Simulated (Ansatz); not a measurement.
**Moving the dispersion correction in La**

The cell as given:

```
La
1.0
     3.75000    0.00000    0.00000
    -1.87500    3.24760    0.00000
     0.00000    0.00000    6.07000
La
2
Direct
  0.66667 0.33333 0.75000
  0.33333 0.66667 0.25000
```

This isn't the form of La at room conditions, which is double hcp.

Kept alike: task relaxation of cell and atoms; functional RPBE; k mesh 8 × 8 × 5; occupations fermi-dirac, width 0.05 eV; no spin polarisation. Program: Ansatz, all-electron LAPW, scalar-relativistic. The mesh is that of the run's cell of 2 atoms. No spin-orbit coupling.

| dispersion correction | volume (Å³/atom) | first edge of the run's cell (Å) | third edge of the run's cell (Å) |
| --- | --- | --- | --- |
| D4 | 37.284 | 3.781 | 6.023 |
| none | 39.930 | 3.874 | 6.145 |

The relaxations keep at least the cell's symmetry (P6_3/mmc). For a metal such a mesh leaves the last digits unconverged. Relaxations stop with a little pressure left, so the last digits of a volume or edge aren't settled. Runs of this series that gave no sound value for these columns are left out.

Q: What does the dispersion correction change here?

A: The volume runs from 37.284 (D4) to 39.930 Å³/atom (none). Against no correction: D4 -6.6 %. Dispersion terms mostly attract and so lower the volume; the schemes' coefficients and damping set how far. The first edge of the run's cell runs from 3.781 (D4) to 3.874 Å (none). The third edge of the run's cell runs from 6.023 (D4) to 6.145 Å (none).
